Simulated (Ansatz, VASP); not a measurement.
## P: VASP beside Ansatz

```xyz
2
Lattice="0.0000 2.8335 2.8335 2.8335 0.0000 2.8335 2.8335 2.8335 0.0000" Properties=species:S:1:pos:R:3 pbc="T T T"
P     0.7084    0.7084    0.7084
P     4.9586    4.9586    4.9586
```

Alike in both runs: task single point; functional revPBE; k mesh 11 × 11 × 11; occupations fermi-dirac, width 0.1 eV; no spin polarisation.

```csv
,VASP,Ansatz
version,VASP 6.6.1,Ansatz 0.2.0
potentials or method,"VASP PAW PBE potentials, release 64 (P)","plane waves (420 eV) with PAW, scalar-relativistic"
plane-wave cutoff (eV),520,420
valence electrons in the cell,10,10
```

|  | VASP | Ansatz | Ansatz less VASP |
| --- | --- | --- | --- |
| pressure (GPa) | -3.0 | -2.8 | +0.21 |

Caveats: the PAW data sets were made with another functional, which shifts forces and pressure a little (VASP).
